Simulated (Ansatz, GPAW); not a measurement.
## One calculation of Sn, 3 ways

```
CELL_PARAMETERS angstrom
0.00000 3.23334 3.23334
3.23334 0.00000 3.23334
3.23334 3.23334 0.00000
ATOMIC_POSITIONS crystal
Sn 0.75000 0.75000 0.75000
Sn 0.50000 0.50000 0.50000
```

This isn't the form of Sn at room conditions, which is tetragonal (white tin).

Alike in all runs: task single point; functional PBE; k mesh 7 × 7 × 7; occupations gaussian, width 0.016 eV; no spin polarisation; no spin-orbit coupling. Pressure is positive in compression and, in plane waves, holds the error of the finite cutoff, which Ansatz's Pulay term estimates and takes out.

| program and potentials | plane-wave cutoff (eV) | notes | pressure (GPa) |
| --- | --- | --- | --- |
| Ansatz, Ansatz PAW | 420 | Pulay term of +0.03 GPa included | 3.83 |
| Ansatz, all-electron LAPW, scalar-relativistic | - | - | 3.83 |
| GPAW, GPAW PAW data sets (gpaw-data 1.2.1) | 600 | - | 3.54 |

The pressure spans 3.54 (GPAW, GPAW PAW data sets (gpaw-data 1.2.1)) to 3.83 GPa (Ansatz, Ansatz PAW), with all-electron results at 3.83.

The functional is the same throughout but for its coding, so the spread measures potentials, basis and numerics; runs on potential files found faulty are left out.
